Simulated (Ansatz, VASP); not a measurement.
Two plane-wave programs on AgCl

The input INCAR:

```
PREC = Accurate
ENCUT = 520
EDIFF = 1E-8
ISMEAR = -1
SIGMA = 0.01
LREAL = F
LASPH = T
NELM = 60
ALGO = Normal
ISIF = 2
LWAVE = F
LCHARG = F
GGA = PS
LEFG = T
NBANDS = 16
```

KPOINTS

```
Automatic mesh
0
Gamma
  9 9 9
```

File POSCAR:

```
AgCl
1.0
    0.0000000000      2.7165392174      2.7165392174
    2.7165392174      0.0000000000      2.7165392174
    2.7165392174      2.7165392174      0.0000000000
Ag Cl
1 1
Direct
    0.5000000000      0.5000000000      0.5000000000
    0.0000000000      0.0000000000      0.0000000000
```

Input for Ansatz:

```yaml
crystal:
  lattice:
    - [0.0, 2.7165392174, 2.7165392174]
    - [2.7165392174, 0.0, 2.7165392174]
    - [2.7165392174, 2.7165392174, 0.0]
  atoms:
    - { symbol: Ag, position: [0.5, 0.5, 0.5] }
    - { symbol: Cl, position: [0.0, 0.0, 0.0] }
kpoints:
  mp_grid: { grid: [9, 9, 9] }
scf:
  occupations: { method: fermi_dirac, width: 0.01 }
hamiltonian:
  xc: pbesol
  pseudopotentials: { kind: paw }
output:
  forces: true
  stress: true
  eigenvalues: true
  efg: { contact_densities: true }
```

Change from the starting cell: volume scaled by 0.94, PAW files.

Alike in both runs: task electric field gradients; functional PBEsol; k mesh 9 × 9 × 9; occupations fermi-dirac, width 0.01 eV; no spin polarisation.

|  | VASP | Ansatz |
| --- | --- | --- |
| version | VASP 6.6.1 | Ansatz 0.2.0 |
| potentials or method | VASP PAW PBE potentials, release 64 (Ag, Cl) | PAW with Ansatz's default frozen-core files, scalar-relativistic |
| plane-wave cutoff (eV) | 520 | 420 |
| valence electrons in the cell | 18 | 26 |

```csv
,VASP,Ansatz,Ansatz less VASP
gap on the k mesh at the Fermi level (eV),0.77,0.78,+0.003
pressure (GPa),0.4,0.5,+0.10
Vzz of the field gradient on the site that differs most (V/Å²),0.0,0.0,0.00
```

The two sets of potentials don't hold the same shells in valence. Ansatz warned: «gradients_without_spin_orbit».

Caveats: the PAW data sets were made with another functional, which shifts forces and pressure a little (VASP); an odd mesh through Γ misses points on the zone boundary, where band edges often lie.
